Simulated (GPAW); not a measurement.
The system is TePb.

```
Pb Te
1.0
     4.00229    0.00000    0.00000
     0.00000    4.00229    0.00000
     0.00000    0.00000    4.00229
Pb Te
1 1
Direct
  0.00000 0.00000 0.00000
  0.50000 0.50000 0.50000
```

Measurements of this composition are mostly on another form, of space group No. 225.

- Program: GPAW 26.7.0
- Task: relaxation of cell and atoms
- Functional: PBEsol
- Dispersion: D4
- Potentials or basis: PAW data sets generated in the run's folder for this functional
- Cutoff: 600 eV
- Basis: pw
- k mesh: 7 × 7 × 7
- Occupations: fermi-dirac, width 0.05 eV
- Spin: no spin polarisation

At the start: pressure -1.2 GPa; volume 32.05 Å³/atom.

**Question.** How do energy, volume and symmetry change on relaxing?

**Answer.** Over 7 steps the energy falls by 31.9 meV/atom and the volume is 28.84 Å³/atom (-10.0 %); space group Pm-3m (No. 221, to 0.05 Å).

Step by step:
```tsv
step	energy change (eV)	largest force (eV/Å)	pressure (GPa)	volume (Å³)
1	0.0000	0.0000	-1.16	64.11
2	-0.0014	0.0000	-0.51	63.79
3	-0.0022	0.0000	-0.66	63.54
4	-0.0152	0.0000	-2.80	62.42
5	-0.0394	0.0000	-2.39	60.97
6	-0.0330	0.0000	2.98	54.24
7	-0.0637	0.0000	-0.02	57.68
```

Final structure:
```yaml
crystal:
  lattice:
    - [3.86383, 0.00000, 0.00000]
    - [0.00000, 3.86383, 0.00000]
    - [0.00000, 0.00000, 3.86383]
  atoms:
    - { symbol: Pb, position: [0.00000, 0.00000, 0.00000] }
    - { symbol: Te, position: [0.50000, 0.50000, 0.50000] }
```

Caveat: later steps reuse the first step's grids; pairwise dispersion overbinds metals, which lowers pressure and volume.
